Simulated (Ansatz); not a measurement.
Pressure against volume: SnSe

```yaml
crystal:
  lattice:
    - [0.00000, 3.01043, 3.01043]
    - [3.01043, 0.00000, 3.01043]
    - [3.01043, 3.01043, 0.00000]
  atoms:
    - { symbol: Sn, position: [0.00000, 0.00000, 0.00000] }
    - { symbol: Se, position: [0.50000, 0.50000, 0.50000] }
```

Structure from Materials Project entry mp-2693 (possibly hypothetical), not relaxed further.

No spin–orbit coupling, which matters for the heavy atoms here.

Levels of theory: DFT, PBEsol, all-electron LAPW, scalar-relativistic (Ansatz 0.2.0); DFT, PBEsol, PAW with Ansatz's default frozen-core files, scalar-relativistic (Ansatz 0.2.0).

For LAPW: a Γ-centred 11×11×11 k mesh, Fermi–Dirac smearing of 0.05 eV, basis error target 1 meV/atom, no spin polarisation. PAW takes a cutoff of 420 eV at this cell (files made with PBE, cores remade for this functional). The Ansatz runs share mesh, smearing and spin set-up. Plane-wave (PAW) pressures include the program's estimate of the Pulay term.

The cell above is scaled evenly, with fractional coordinates and shape held.

```csv
V/V(cell),V (Å³/atom),"P, LAPW (GPa)","P, PAW (GPa)","free energy over the lowest listed, PAW (meV/atom)"
0.9405,25.659,1.54,1.53,2.1
0.9800,26.737,-0.81,-0.81,0.0
1.0000,27.283,-1.82,-1.82,4.5
1.0200,27.828,?,?,?
1.0600,28.920,-4.26,-4.26,36.3
```

(1) Fill in the row V/V(cell) = 1.0200.

(2) What do Birch–Murnaghan fits to the pressures give?

Answers

(1) P, LAPW (GPa) = -2.72, P, PAW (GPa) = -2.73, free energy over the lowest listed, PAW (meV/atom) = 12.3.

(2) LAPW: V0 = 26.34 Å³/atom, B0 = 56 GPa, B0′ = 4.3; PAW: V0 = 26.34 Å³/atom, B0 = 56 GPa, B0′ = 4.3.
